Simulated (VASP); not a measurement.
Write the native input for VASP 6.6.1 that does the following.

- Task: relaxation of cell and atoms
- Functional: PBE
- Dispersion: D3(BJ)
- Potentials or basis: VASP PAW PBE potentials, release 64 (Cu, Au)
- Cutoff: 600 eV
- k mesh: 12 × 12 × 12
- Occupations: gaussian, width 0.1 eV
- Spin: no spin polarisation
- Dipole correction: no
- Further INCAR settings: ALGO = Fast; EDIFF = 1e-06; IBRION = 2; EDIFFG = -0.01; NSW = 100; ISIF = 3

The structure of Cu3Au lies in POSCAR:

```
Cu3Au
1.0
    3.7353875600      0.0000000000      0.0000000000
    0.0000000000      3.7353875600      0.0000000000
    0.0000000000      0.0000000000      3.7353875600
Cu Au
3 1
Direct
    0.0000000000      0.5000000000      0.5000000000
    0.5000000000      0.5000000000      0.0000000000
    0.5000000000      0.0000000000      0.5000000000
    0.0000000000      0.0000000000      0.0000000000
```

The cell comes from a database or a generator and needn't be the stable form of this composition.

The input as run:

INCAR

```
PREC = Accurate
ENCUT = 600
EDIFF = 1E-6
ISMEAR = 0
SIGMA = 0.1
LREAL = False
LASPH = True
NELM = 100
ALGO = Fast
ISIF = 3
LWAVE = False
LCHARG = False
GGA = PE
IVDW = 12
IBRION = 2
NSW = 100
EDIFFG = -0.01
```

KPOINTS

```
Automatic mesh
0
Gamma
  12 12 12
```

Potentials or basis: VASP PAW PBE potentials, release 64 (Cu, Au).

Launch:

```console
$ cat potpaw_PBE.64/Cu/POTCAR potpaw_PBE.64/Au/POTCAR > POTCAR
$ mpirun -np 1 vasp_std > vasp.out
```

It gave:

| Property | Result |
| --- | --- |
| Relaxed volume | 12.90 Å³/atom |
| Relaxed cell | a = 3.722 Å, b = 3.722 Å, c = 3.722 Å, α = 90.00°, β = 90.00°, γ = 90.00° |
| Space group after relaxing (to 0.05 Å) | Pm-3m (No. 221) |
| Energy gained by relaxing | 0.9 meV/atom |
| Ionic steps | 10 |
| Pressure after relaxing | -0.1 GPa |
| Band gap on the k mesh | none (metal or under the smearing width) |
| Dispersion energy per atom | -0.610 eV |

Caveat: pairwise dispersion overbinds metals, which lowers pressure and volume.

It took 5.7 min on 1 thread of Intel(R) Xeon(R) 6975P-C (Granite Rapids) (shared host), peak memory 0.28 GiB.
